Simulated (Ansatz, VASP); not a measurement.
## WC (Qusongite): VASP beside Ansatz

The input INCAR:

```
SYSTEM = WC
ALGO = Fast ; EDIFF = 1E-6
EDIFFG = -0.02 ; ENCUT = 600
GGA = PE ; IBRION = 2
ISIF = 3 ; ISMEAR = -1
LASPH = .True. ; LCHARG = .False.
LREAL = .False. ; LWAVE = .False.
NELM = 100 ; NSW = 60
PREC = Accurate ; SIGMA = 0.05
```

File KPOINTS:

```
k-points
0
Gamma
  10 10 9
  0 0 0
```

The input POSCAR:

```
WC
1.0
    2.9065000000      0.0000000000      0.0000000000
   -1.4532500000      2.5171028361      0.0000000000
    0.0000000000      0.0000000000      2.8366000000
W C
1 1
Direct
    0.0000000000      0.0000000000      0.0000000000
    0.6666666667      0.3333333333      0.5000000000
```

File input.yaml:

```yaml
crystal:
  lattice:
    - [2.9065, 0.0, 0.0]
    - [-1.45325, 2.5171028361, 0.0]
    - [0.0, 0.0, 2.8366]
  atoms:
    - { symbol: W, position: [0.0, 0.0, 0.0] }
    - { symbol: C, position: [0.6666666667, 0.3333333333, 0.5] }
hamiltonian:
  xc: pbe
  pseudopotentials: { kind: paw }
kpoints:
  mp_grid: { grid: [10, 10, 9] }
scf:
  occupations: { method: fermi_dirac, width: 0.05 }
output:
  forces: true
  stress: true
relax:
  f_tol: 0.01
  max_steps: 40
  cell: { stress_tol: 0.05 }
```

Alike in both runs: task relaxation of cell and atoms; functional PBE; k mesh 10 × 10 × 9; occupations fermi-dirac, width 0.05 eV; no spin polarisation.

```csv
,VASP,Ansatz
version,VASP 6.6.1,Ansatz 0.2.0
potentials or method,"VASP PAW PBE potentials, release 64 (W_sv, C)",Ansatz PAW
plane-wave cutoff (eV),600,420
valence electrons in the cell,18,18
```

Ansatz gave:

- relaxed volume (Å³/atom): 10.52
- relaxed cell length with the largest relative difference (Å): 2.846
- energy change over the relaxation (meV/atom): -3

Q: Which values does VASP return?

A: Relaxed volume (Å³/atom): 10.55; relaxed cell length with the largest relative difference (Å): 2.848; energy change over the relaxation (meV/atom): -4.

Caveats: the plane-wave basis is chosen anew once the cell has moved, so the energies of steps on either side of that aren't comparable (Ansatz); the pressure holds a Pulay correction of +0.3 GPa for the finite cutoff (Ansatz). Spin-orbit coupling is left out, which matters for the levels of W. Zero-point motion and thermal expansion aren't in these numbers. PBE usually gives volumes a little too large and moduli too small.
